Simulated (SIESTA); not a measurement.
Runs of SIESTA 5.4.2 on Al2O3. The structure is trigonal, space group P-3m1 (No. 164). The conventional cell has a = 3.017 Å, b = 3.017 Å, c = 7.575 Å, α = 90.00°, β = 90.00°, γ = 120.00°. Around Al (site symmetry 3m) lie 4 O at 1.68 to 1.84 Å. Around O (site symmetry -3m) lie 2 Al at 1.68 Å. O (site symmetry 3m) is surrounded by 3 Al at 1.84 Å. Measurements of this composition are mostly on another form, of space group No. 167.

```tsv
task	level	potentials or basis	k mesh	gap on the mesh (eV)	pressure (GPa)	V0 of scaled cells (Å³/atom)	B0 (GPa)	largest force (eV/Å)
equation of state	LDA	PseudoDojo 0.4 standard (LDA files), DZP (energy shift 0.003 Ry)	8 × 8 × 3	-	-	11.39	171	-
band structure	PBEsol	PseudoDojo 0.4 standard (PBEsol files), DZP (energy shift 0.003 Ry)	10 × 10 × 4	(a)	-2.2	-	-	0.21
equation of state	PBEsol	PseudoDojo 0.4 standard (PBEsol files), DZP (energy shift 0.003 Ry)	8 × 8 × 3	-	-	(b)	160	-
band structure	LDA	PseudoDojo 0.4 standard (LDA files), DZP (energy shift 0.003 Ry)	10 × 10 × 4	(c)	-7.3	-	-	0.30
```

Alike in all rows: no spin polarisation; cell as given; smearing fermi-dirac 0.05 eV; grid cutoff 800 Ry; energy shift 0.003 Ry.

Fill in the values left out.

(a) 2.10; (b) 11.78; (c) 2.14.

Caveats: the basis of atomic orbitals isn't converged, which shifts pressures, moduli and gaps; the cell was scaled at fixed shape and fractional positions, which overstates the stiffness of a crystal with free parameters, most of all of layers and chains (some runs).

